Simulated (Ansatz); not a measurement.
# Ba3Ir: the cost of one run

Program: Ansatz 0.2.0. Level of theory: DFT PBE, scalar-relativistic, plane waves, PAW. These are calculated values, not measurements.

### 1 Starting point

Symmetry: Pm-3m, No. 221, cubic system. The conventional cell has a = 5.425 Å, b = 5.425 Å, c = 5.425 Å, α = 90.00°, β = 90.00°, γ = 90.00°. Ba (site symmetry 4/mmm) is surrounded by 2 Ir at 2.71 Å. Ir (site symmetry m-3m) has 6 Ba at 2.71 Å as nearest neighbours.

Structure file:

```
Ba Ir
1.0
     5.42502    0.00000    0.00000
     0.00000    5.42502    0.00000
     0.00000    0.00000    5.42502
Ba Ir
3 1
Cartesian
  2.7125 0.0000 0.0000
  0.0000 2.7125 0.0000
  0.0000 0.0000 2.7125
  0.0000 0.0000 0.0000
```

This is candidate A: anti-ReO3 type (Pm-3m, No. 221).

(A quick probe on a coarse mesh, which set the mesh and smearing, is not shown.)

### 3 Rough relaxation on the coarse mesh (candidate A)

The input, input.yaml:

```yaml
crystal:
  lattice:
    - [5.4250183002, 0.0, 0.0]
    - [0.0, 5.4250183002, 0.0]
    - [0.0, 0.0, 5.4250183002]
  atoms:
    - { symbol: Ba, position: [0.5, 0.0, 0.0] }
    - { symbol: Ba, position: [0.0, 0.5, 0.0] }
    - { symbol: Ba, position: [0.0, 0.0, 0.5] }
    - { symbol: Ir, position: [0.0, 0.0, 0.0] }
basis:
  ecutwfc: 420
kpoints:
  mp_grid: { grid: [4, 4, 4] }
hamiltonian:
  xc: pbe
scf:
  occupations: { method: gaussian, width: 0.1 }
  lower_state_search: "off"
output:
  forces: true
  stress: true
  eigenvalues: true
relax:
  adjacent_minimum: "off"
  f_tol: 0.04
  max_steps: 70
  cell: { stress_tol: 0.4 }
```

Command:

```sh
ansatz run input.yaml --threads 1 --pin off --max-ram 2560MiB --backend cpu --events-out ev --progress --plain --runs-dir out
```

Q: Estimate wall time and peak memory on 1 thread of Intel Xeon 6975P-C (Granite Rapids), shared host.

About 26 s, with a peak of 0.49 GiB.
